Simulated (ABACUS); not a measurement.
Crystal: Ni.

```
CELL_PARAMETERS angstrom
0.00000 1.73757 1.73757
1.73757 0.00000 1.73757
1.73757 1.73757 0.00000
ATOMIC_POSITIONS crystal
Ni 0.00000 0.00000 0.00000
```

Base run:

| Item | Value |
| --- | --- |
| Program | ABACUS 3.10.1 |
| Functional | B86bPBE |
| Potentials or basis | PseudoDojo NC SR 0.5 PBE standard |
| Cutoff | 1333 eV |
| Density cutoff | 5333 eV |
| Basis | plane waves |
| k mesh | 10 × 10 × 10 |
| Occupations | fermi-dirac, width 0.05 eV |
| Spin | collinear spin, ferromagnetic start |
| Starting moments | [1.0] μB |

Its results: band gap on the k mesh none (metal or under the smearing width); pressure 9.4 GPa; net moment 0.72 μB per cell.

Q: The run is repeated on the same cell with these changes: functional from B86bPBE to BLYP; potentials or basis from PseudoDojo NC SR 0.5 PBE standard to SPMS ONCV 1.0 PBE. What comes out?

A: Band gap on the k mesh none (metal or under the smearing width); pressure 14.2 GPa; net moment 0.68 μB per cell.

Caveats: the potentials were made for another functional, which shifts forces and pressure.
